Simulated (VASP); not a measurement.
# YbH3 (Fm-3m) in VASP: further runs

The runs below take YbH3 through single point, with PBE.

All numbers are computed with VASP 6.6.1; they aren't measurements. Logs are shortened: lines on timing, memory, paths and dates and some standing lists are left out, and cuts for length are marked.

## 1. The structure

It takes space group Fm-3m (No. 225, cubic). Conventional cell: a = 5.081 Å, b = 5.081 Å, c = 5.081 Å, α = 90.00°, β = 90.00°, γ = 90.00°. Yb (site symmetry m-3m) is surrounded by 8 H at 2.20 Å. H (site symmetry -43m) has 4 Yb at 2.20 Å and 4 H at 2.20 Å as nearest neighbours. Around H (site symmetry m-3m) lie 8 H at 2.20 Å.

The cell comes from a database or a generator and needn't be the stable form of this composition.

## 2. Single point, PBE

Contents of INCAR:

```
  ALGO = Normal
  EDIFF = 1E-6
  ENCUT = 520
  GGA = PE
  ISIF = 2
  ISMEAR = 0
  LASPH = T
  LCHARG = F
  LREAL = F
  LWAVE = F
  NBANDS = 22
  NELM = 80
  PREC = Accurate
  SIGMA = 0.1
```

Contents of KPOINTS:

```
k-points
0
Gamma
  16 16 16
```

Contents of POSCAR:

```
YbH3
1.0
    0.0000000000      2.5407171146      2.5407171146
    2.5407171146      0.0000000000      2.5407171146
    2.5407171146      2.5407171146      0.0000000000
Yb H
1 3
Direct
    0.0000000000      0.0000000000      0.0000000000
    0.7500000000      0.7500000000      0.7500000000
    0.2500000000      0.2500000000      0.2500000000
    0.5000000000      0.5000000000      0.5000000000
```

Potentials or basis: VASP PAW PBE potentials, release 64 (Yb, H).

Run with:

```bash
cat potpaw_PBE.64/Yb/POTCAR potpaw_PBE.64/H/POTCAR > POTCAR
mpirun -np 1 vasp_std > vasp.out
```

OUTCAR:

```text
EDIFF = 1E-6
   ENCUT = 520
   GGA = PE
   ISIF = 2
   ISMEAR = 0
   LASPH = T
   LREAL = F
   NELM = 80
   PREC = Accurate

 ion  position               nearest neighbor table
   1  0.000  0.000  0.000-   2 2.20   2 2.20   2 2.20   2 2.20   3 2.20   3 2.20   3 2.20   3 2.20

   2  0.750  0.750  0.750-   1 2.20   1 2.20   1 2.20   1 2.20
   3  0.250  0.250  0.250-   1 2.20   1 2.20   1 2.20   1 2.20
   4  0.500  0.500  0.500-

  LATTYP: Found a face centered cubic cell.
 ALAT       =     5.0814342292

  Lattice vectors:

 A1 = (   0.0000000000,   2.5407171146,   2.5407171146)
 A2 = (   2.5407171146,   0.0000000000,   2.5407171146)
 A3 = (   2.5407171146,   2.5407171146,   0.0000000000)

Analysis of symmetry for initial positions (statically):
=====================================================================
 Subroutine PRICEL returns:
 Original cell was already a primitive cell.

 Routine SETGRP: Setting up the symmetry group for a
 face centered cubic supercell.

 Subroutine GETGRP returns: Found 48 space group operations
 (whereof 48 operations were pure point group operations)
 out of a pool of 48 trial point group operations.

The static configuration has the point symmetry O_h .

Analysis of symmetry for dynamics (positions and initial velocities):
=====================================================================
 Subroutine PRICEL returns:
 Original cell was already a primitive cell.

 Routine SETGRP: Setting up the symmetry group for a
 face centered cubic supercell.

 Subroutine GETGRP returns: Found 48 space group operations
 (whereof 48 operations were pure point group operations)
 out of a pool of 48 trial point group operations.

The dynamic configuration has the point symmetry O_h .

 Subroutine INISYM returns: Found 48 space group operations
 (whereof 48 operations are pure point group operations),
 and found     1 'primitive' translations

----------------------------------------------------------------------------------------

                                     Primitive cell

  volume of cell :      32.8019

[... 80 lines left out ...]
   NGX,Y,Z   is equivalent  to a cutoff of  12.96, 12.96, 12.96 a.u.
   NGXF,Y,Z  is equivalent  to a cutoff of  25.91, 25.91, 25.91 a.u.
 SYSTEM =  unknown system
   PREC   = accura    normal or accurate (medium, high low for compatibility)
   ISTART =      0    job   : 0-new  1-cont  2-samecut
   ICHARG =      2    charge: 1-file 2-atom 10-const
   ISPIN  =      1    spin polarized calculation?
   LNONCOLLINEAR =      F non collinear calculations
   LSORBIT =      F    spin-orbit coupling
   LASPH  =      T    aspherical Exc in radial PAW
   ENCUT  =  520.0 eV  38.22 Ry    6.18 a.u.   6.68  6.68  6.68*2*pi/ulx,y,z
   NELM   =     80;   NELMIN=  2; NELMDL= -5     # of ELM steps
   EDIFF  = 0.1E-05   stopping-criterion for ELM
   LREAL  =      F    real-space projection
[... 7 lines left out ...]
   TEBEG  =    0.0;   TEEND  =   0.0 temperature during run
   PSTRESS=    0.0 pullay stress
   NELECT =      27.0000    total number of electrons
   NUPDOWN=      -1.0000    fix difference up-down
   EMIN   =  10.00;   EMAX   =-10.00  energy-range for DOS
   EFERMI =   0.00;   METHOD = LEGACY
   ISMEAR =     0;   SIGMA  =   0.10  broadening in eV -4-tet -1-fermi 0-gaus
   EFERMI_NEDOS =   21; number of points for ismear=-14 and -15
   IALGO  =     38    algorithm
   IMIX   =      4    mixing-type and parameters
     AMIX     =   0.40;   BMIX     =  1.00
     AMIX_MAG =   1.60;   BMIX_MAG =  1.00
  volume/ion in A,a.u.               =       8.20        55.34
  Fermi-wavevector in a.u.,A,eV,Ry     =   1.534251  2.899314 32.027113  2.353926
  Thomas-Fermi vector in A             =   2.641205
   LORBIT       =      0    0 simple, 1 ext, 2 COOP (PROOUT), +10 PAW based schemes
   GGA     = PE    functional components
   LHFCALC =     F    Hartree Fock is set to
   AEXX    =    0.0000 exact exchange contribution
   IVDW    =     0    specifies the selected vdW correction
   LEPSILON=     F    determine dielectric tensor
   LRPA    =     F    only Hartree local field effects (RPA)
 non-spin polarized calculation
 Gauss-broadening in eV      SIGMA  =   0.10
  energy-cutoff  :      520.00
  volume of cell :       32.80
 maximum number of plane-waves:       905
   NGX = 13   NGY = 13   NGZ = 13

 number of electron      26.9999987 magnetization

 Free energy of the ion-electron system (eV)
  ---------------------------------------------------
  ext. energy  EPLUGINS =         0.00000000
  ---------------------------------------------------
  free energy    TOTEN  =       -15.27822246 eV

  energy without entropy =      -15.26812092  energy(sigma->0) =      -15.27317169

 E-fermi :   1.7833     XC(G=0): -11.2457

 val. band max:        1.7827657163   @ k =  -0.1875   0.0625   0.0000
 cond. band min:       1.7978443995   @ k =  -0.1875   0.2500   0.0625
 fundamental gap:      0.0150786831
 Fermi energy:         1.7833392366

 k-point     1 :       0.0000    0.0000    0.0000
  band No.  band energies     occupation
      1     -49.2547      2.00000
      2     -21.2445      2.00000
      3     -21.2445      2.00000
      4     -21.2445      2.00000
      5      -7.1271      2.00000
      6       0.2464      2.00000
[... 589 lines left out ...]
     21      14.5546      0.00000
     22      14.5933      0.00000

 [... further k-points ...]

------------------------ aborting loop because EDIFF is reached ----------------------------------------

  FORCE on cell =-STRESS in cart. coord.  units (eV):
  Direction    XX          YY          ZZ          XY          YZ          ZX
  --------------------------------------------------------------------------------------
  -------------------------------------------------------------------------------------
  Total       -0.0485657     -0.0485657     -0.0485657     -0.0000000     -0.0000000     -0.0000000
  in kB       -2.3721450     -2.3721450     -2.3721450     -0.0000000     -0.0000000     -0.0000000
  external PRESSURE =      -2.3721450 kB  Pullay stress =       0.0000000 kB

 VOLUME and BASIS-vectors are now :
 -----------------------------------------------------------------------------
  energy-cutoff  :      520.00
  volume of cell :       32.80
      direct lattice vectors                 reciprocal lattice vectors
     0.000000000  2.540717115  2.540717115    -0.196794833  0.196794833  0.196794833
     2.540717115  0.000000000  2.540717115     0.196794833 -0.196794833  0.196794833
     2.540717115  2.540717115  0.000000000     0.196794833  0.196794833 -0.196794833

 POSITION                                       TOTAL-FORCE (eV/Angst)
 -----------------------------------------------------------------------------------
      0.00000      0.00000      0.00000        -0.000000     -0.000000     -0.000000
      3.81108      3.81108      3.81108         0.000000      0.000000      0.000000
      1.27036      1.27036      1.27036         0.000000      0.000000      0.000000
      2.54072      2.54072      2.54072        -0.000000     -0.000000     -0.000000
 -----------------------------------------------------------------------------------
    total drift:                               -0.000000     -0.000000      0.000000

  FREE ENERGIE OF THE ION-ELECTRON SYSTEM (eV)
  ---------------------------------------------------
  free  energy   TOTEN  =       -15.2782224607 eV

  energy  without entropy=      -15.2681209166  energy(sigma->0) =      -15.27317169
```

stdout:

```text
POSCAR found type information on POSCAR YbH
 POSCAR found :  2 types and       4 ions
 scaLAPACK will be used
 LDA part: xc-table for (Slater+PW92), standard interpolation
 POSCAR, INCAR and KPOINTS ok, starting setup
 FFT: planning ... GRIDC
 FFT: planning ... GRID_SOFT
 FFT: planning ... GRID
 WAVECAR not read
 entering main loop
```

Run time: 3.4 min. Hardware: 1 thread of AMD EPYC 7R43 (Zen 3), shared host; peak memory 0.22 GiB.

Results:

```
Free energy            : -15.2782 eV
Pressure               : -0.2 GPa
Band gap on the k mesh : none (metal or under the smearing width)
```

Caveat: without U or exact exchange the open f shell lies at the Fermi level, which spoils levels, moments and volumes.

## 3. Single point, PBE

Contents of INCAR:

```
ALGO     = Fast           # electronic algorithm
EDIFF    = 1E-6           # SCF threshold, eV
ENCUT    = 520            # plane-wave cutoff, eV
GGA      = PE             # functional
ISIF     = 2              # what is computed and relaxed
ISMEAR   = 0              # smearing method
LASPH    = True           # aspherical terms in the spheres
LCHARG   = False          # write CHGCAR
LREAL    = False          # projectors in reciprocal space
LWAVE    = False          # write WAVECAR
NBANDS   = 22             # bands
NELM     = 60             # most SCF steps
PREC     = Accurate       # precision mode
SIGMA    = 0.1            # smearing width, eV
```

Contents of KPOINTS:

```
k-points
0
Gamma
  6 6 6
```

POSCAR is that of step 2.

Potentials or basis: VASP PAW PBE potentials, release 64 (Yb, H).

Run with:

```bash
cat potpaw_PBE.64/Yb/POTCAR potpaw_PBE.64/H/POTCAR > POTCAR
mpirun -np 1 vasp_std > vasp.out
```

Wall time 59 s (1 thread of AMD EPYC 7R43 (Zen 3), shared host); peak memory 0.13 GiB.

It converged, with:

- Free energy: -15.2675 eV
- Pressure: 0.1 GPa
- Band gap on the k mesh: none (metal or under the smearing width)

Levels at points of the mesh, in eV from the Fermi level:
```
           k point  band 10  band 11  band 12  band 13  band 14  band 15  band 16  band 17
(0.00, 0.00, 0.00)    -0.40    -0.40    -0.40     1.37     2.73     3.09     3.09     3.09
(0.50, 0.00, 0.00)    -0.43    -0.43    -0.41    -0.40     1.31     2.82     2.82     7.60
(0.50, 0.50, 0.00)    -0.50    -0.45    -0.45    -0.43    -0.31     7.26     7.26     7.74
```

Caveat: without U or exact exchange the open f shell lies at the Fermi level, which spoils levels, moments and volumes.
